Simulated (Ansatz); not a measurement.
**Lattice vibrations of ZrS2 at Γ at 6 GPa**

These are results of DFT LDA, scalar-relativistic, plane waves, PAW in Ansatz 0.2.0, not measurements. Plane waves to 420 eV; Γ-centred k mesh 12×12×8; Fermi-Dirac smearing of 0.15 eV. No spin polarisation. Phonons by linear response, acoustic sum rule imposed.

The cell, relaxed at 6 GPa:
```
Zr S
1.0
     3.50249    0.00000    0.00000
    -1.75125    3.03325    0.00000
     0.00000    0.00000    5.33819
Zr S
1 2
Cartesian
  0.0000 0.0000 0.0000
  0.0000 2.0222 1.4776
  1.7512 1.0111 3.8606
```

In a metal, frequencies and elastic constants depend on the k mesh and the smearing, soft modes and shear constants most. A semilocal functional can close a gap that the real compound has.

(1) Is this structure stable against zone-centre distortions?

(2) List the optical modes at Γ (i marks imaginary ones).

Results:

(1) Yes, at Γ: no optical mode is imaginary. Strains and other wave vectors aren't tested by this run.

(2)
```tsv
frequency (cm⁻¹)	degeneracy
190	2
262	2
351	1
351	1
```

Cost: 1 run of about 3.6 core-minutes, on Intel Xeon Processor @ 2.50GHz (Skylake/Cascade Lake) (shared hosts).